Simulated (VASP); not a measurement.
Au: equation of state with PBE

The system is Au.

```
CELL_PARAMETERS angstrom
2.90000 0.00000 0.00000
-1.45000 2.51147 0.00000
0.00000 0.00000 4.88000
ATOMIC_POSITIONS crystal
Au 0.66667 0.33333 0.25000
Au 0.33333 0.66667 0.75000
```

This isn't the form of Au at room conditions, which is fcc.

* Program: VASP 6.6.1
* Task: equation of state
* Functional: PBE
* Potentials or basis: VASP PAW PBE potentials, release 64 (Au)
* Cutoff: 520 eV
* k mesh: 11 × 11 × 6
* Occupations: fermi-dirac, width 0.05 eV
* Spin: no spin polarisation
* Further INCAR settings: ALGO = Normal; EDIFF = 1e-07; NBANDS = 18

```json
{
 "Equilibrium volume": "17.99 Å³/atom",
 "Bulk modulus at fixed shape and positions": "138 GPa",
 "Pressure derivative of the bulk modulus": "5.7"
}
```

Energy against volume, from the lowest point:
```
volume (Å³/atom)  energy (meV/atom)
          16.705              46.27
          17.060              22.86
          17.416               8.04
          17.771               0.71
          18.127               0.00
          18.482               5.05
          18.837              15.14
```

All runs of the series together: 2 min on 1 thread of Intel(R) Xeon(R) 6975P-C (Granite Rapids), on a shared host.

Caveat: the cell was scaled at fixed shape and fractional positions, which overstates the stiffness of a crystal with free parameters, most of all of layers and chains. The run has no spin-orbit coupling, so splittings on Au are missing.
